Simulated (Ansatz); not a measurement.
A crystal relaxed with r2SCAN+rVV10 in the plane-wave code Ansatz has space group P-3m1 (No. 164) and a = 4.249 Å, c = 27.542 Å.

```
atom  site       x       y       z
  Cd    1a  0.0000  0.0000  0.0000
  Cd    2d  0.6667  0.3333  0.7500
  Cd    1b  0.0000  0.0000  0.5000
  Xx    2c  0.0000  0.0000  0.3124
  Xx    2d  0.6667  0.3333  0.4376
  Xx    2d  0.3333  0.6667  0.8124
  Xx    2d  0.6667  0.3333  0.9376
```

r2SCAN gives an indirect gap of 2.68 eV, from Γ–M (0.25 of the way from Γ) to M; the least direct gap is 2.83 eV at M. The HSE06 gap is indirect, 3.19 eV (Γ–M (0.25 of the way from Γ) to M), below the direct gap of 3.35 eV at M. With PBE0 the valence top lies at Γ–M (0.25 of the way from Γ) and the conduction bottom at M, 3.87 eV higher; the smallest vertical gap, at M, is 4.04 eV. Meshes: r2SCAN 12×12×2, HSE06 6×6×1, PBE0 6×6×1. r2SCAN's ε∞ is 5.1 along x and y, 4.3 along z.

**Question.** Which element is Xx?
A. I
B. Br
C. H
D. Cl

**Answer.** A. Xx is I: CdI₂ (P-3m1) from a database structure. Cd has 6 I at 3.00 Å; Cd has 6 I at 2.99–3.00 Å; Cd has 6 I at 2.99 Å; I has 3 Cd at 2.99 Å; I has 3 Cd at 3.00 Å.

No spin polarisation and no zero-point or thermal motion.

Spin-orbit coupling is left out, which matters wherever the heavy atoms make up the band edges.

Where an edge lies off the special points, it is a point of the mesh or the k point where a search put PBE's edge or least direct gap, reused for the other functionals, whose own edges may lie a little apart.

The meshes of the hybrids are coarse, so their gaps aren't converged to the digits shown.

For a response run the program warns that the ground state's bands aren't all converged, so ε∞ carries an extra error.
